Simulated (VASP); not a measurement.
Input of a VASP 6.6.1 run:

Contents of run.py:

```python
from ase.calculators.vasp import Vasp
from ase.dft.bandgap import bandgap
from ase.io import read

atoms = read('Sc.cif', primitive_cell=True, subtrans_included=False)
calc = Vasp(
    directory='calc',
    xc='r2scan+rvv10',
    pp='PBE',
    setups='minimal',
    prec='High',
    encut=500,
    ediff=1e-06,
    ismear=-1,
    sigma=0.1,
    lreal=False,
    lasph=True,
    nelm=100,
    algo='Normal',
    isif=2,
    lwave=False,
    lcharg=True,
    lmixtau=True,
    lelf=True,
    lvhar=True,
    kpts=[10, 10, 10],
    gamma=True,
)
atoms.calc = calc

print('energy (eV):', atoms.get_potential_energy())
print('free energy (eV):', atoms.get_potential_energy(force_consistent=True))
print('forces (eV/A):')
print(atoms.get_forces())
print('stress (eV/A^3, Voigt):', atoms.get_stress())
print('Fermi level (eV):', calc.get_fermi_level())
gap, top, bottom = bandgap(calc)
print('band gap (eV):', gap, 'from (spin, k, band)', top, 'to', bottom)
```

The input Sc.cif:

```cif
data_Sc
_cell_length_a 4.01727232
_cell_length_b 4.01727232
_cell_length_c 3.59902944
_cell_angle_alpha 90.00000000
_cell_angle_beta 90.00000000
_cell_angle_gamma 90.00000000
_space_group_name_H-M_alt 'I4/mmm'
_space_group_name_Hall '-I 4 2'
_space_group_IT_number 139
loop_
_space_group_symop_operation_xyz
'x,y,z'
'-x,-y,-z'
'-y,x,z'
'y,-x,-z'
'-x,-y,z'
'x,y,-z'
'y,-x,z'
'-y,x,-z'
'x,-y,-z'
'-x,y,z'
'-y,-x,-z'
'y,x,z'
'-x,y,-z'
'x,-y,z'
'y,x,-z'
'-y,-x,z'
'x+1/2,y+1/2,z+1/2'
'-x+1/2,-y+1/2,-z+1/2'
'-y+1/2,x+1/2,z+1/2'
'y+1/2,-x+1/2,-z+1/2'
'-x+1/2,-y+1/2,z+1/2'
'x+1/2,y+1/2,-z+1/2'
'y+1/2,-x+1/2,z+1/2'
'-y+1/2,x+1/2,-z+1/2'
'x+1/2,-y+1/2,-z+1/2'
'-x+1/2,y+1/2,z+1/2'
'-y+1/2,-x+1/2,-z+1/2'
'y+1/2,x+1/2,z+1/2'
'-x+1/2,y+1/2,-z+1/2'
'x+1/2,-y+1/2,z+1/2'
'y+1/2,x+1/2,-z+1/2'
'-y+1/2,-x+1/2,z+1/2'
loop_
_atom_site_label
_atom_site_type_symbol
_atom_site_symmetry_multiplicity
_atom_site_Wyckoff_symbol
_atom_site_fract_x
_atom_site_fract_y
_atom_site_fract_z
_atom_site_occupancy
Sc1 Sc 2 a 0.0000000000 0.0000000000 0.0000000000 1
```

Potentials or basis: VASP PAW PBE potentials, release 64 (Sc_sv).

The run is started by

```bash
$ python run.py
```

Question: What does it give for the pressure?

Answer: -6.5 GPa.

Question: Estimate the band gap on the k mesh.

Answer: None (metal or under the smearing width).

Stress tensor (GPa, compression positive):
```
-7.33  0.00  0.00
 0.00 -7.33  0.00
 0.00  0.00 -4.77
```

Caveat: the PAW data sets were made with another functional, which shifts forces and pressure a little.
